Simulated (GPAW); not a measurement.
Set up this calculation in GPAW 26.7.0, as an ASE script.

```yaml
Task: relaxation of cell and atoms
Functional: PBEsol
Dispersion: D3(BJ)+ATM
Potentials_or_basis: PAW data sets generated in the run's folder for this functional
Cutoff: 600 eV
Basis: pw
k_mesh: 6 × 6 × 6
Occupations: fermi-dirac, width 0.05 eV
Spin: collinear spin, ferromagnetic start
Starting_moments: "[0.0, 1.0, 1.0, 1.0] μB"
Maxiter: 150
Optimizer: BFGS
Fmax: 0.02 eV/Å
Max_steps: 60
Convergence: density=1e-05 forces=0.0001
```

Ni3Ge:

```
CELL_PARAMETERS angstrom
3.53033 0.00000 0.00000
0.00000 3.53033 0.00000
0.00000 0.00000 3.53033
ATOMIC_POSITIONS crystal
Ge 0.00000 0.00000 0.00000
Ni 0.50000 0.50000 0.00000
Ni 0.00000 0.50000 0.50000
Ni 0.50000 0.00000 0.50000
```

The cell comes from a database or a generator and needn't be the stable form of this composition.

The input as run:

run.py

```python
from ase import Atoms
from ase.calculators.mixing import SumCalculator
from ase.filters import FrechetCellFilter
from ase.io import write
from ase.optimize import BFGS
from dftd3.ase import DFTD3
from gpaw import GPAW, PW, setup_paths

setup_paths.insert(0, '.')

atoms = Atoms(['Ge', 'Ni', 'Ni', 'Ni'],
              cell=[[3.5303341067, 0.0, 0.0],
                    [0.0, 3.5303341067, 0.0],
                    [0.0, 0.0, 3.5303341067]],
              scaled_positions=[[0.0, 0.0, 0.0],
                                [0.5, 0.5, 0.0],
                                [0.0, 0.5, 0.5],
                                [0.5, 0.0, 0.5]],
              pbc=True)
atoms.set_initial_magnetic_moments([0.0, 1.0, 1.0, 1.0])

calc = GPAW(mode=PW(600),
            xc='PBEsol',
            kpts={'size': (6, 6, 6), 'gamma': True},
            occupations={'name': 'fermi-dirac', 'width': 0.05},
            nbands=45,
            convergence={'density': 1e-05, 'forces': 0.0001},
            maxiter=150,
            txt='gpaw.txt')
atoms.calc = SumCalculator([calc, DFTD3(damping='d3bj', params_tweaks=dict(method='pbesol', atm=True))])
opt = BFGS(FrechetCellFilter(atoms), trajectory='relax.traj', logfile='-')
done = opt.run(fmax=0.02, steps=60)
calc.write('gs.gpw')
write('result.traj', atoms)
print('Converged:', done)
print('Cell:', atoms.cell.cellpar().round(4))
print('Volume:', round(atoms.get_volume(), 4))
print(atoms.get_scaled_positions().round(5))
```

Potentials or basis: PAW data sets generated in the run's folder for this functional, pw.

The run is started by

```sh
$ gpaw-setup -f PBEsol Ge Ni
$ OMP_NUM_THREADS=1 python run.py
```

It gave:

The relaxed volume is 10.83 Å³/atom and the relaxed cell is a = 3.512 Å, b = 3.512 Å, c = 3.512 Å, α = 90.00°, β = 90.00°, γ = 90.00°. The space group after relaxing (to 0.05 Å) is Pm-3m (No. 221), the energy gained by relaxing is 1.9 meV/atom and the ionic steps are 3. The pressure after relaxing is 0.1 GPa. The band gap on the k mesh is none (metal or under the smearing width). The net moment is 0.00 μB per cell and the dispersion energy per atom is -0.397 eV.

Caveat: each step starts from the last one's moments, so a moment once lost doesn't come back; the stock nickel data set gives pressures a few GPa off other programs; later steps reuse the first step's grids; pairwise dispersion overbinds metals, which lowers pressure and volume.

Wall time 2.3 min on 1 thread of Arm Neoverse V1 (shared host), peak memory 0.3 GiB.
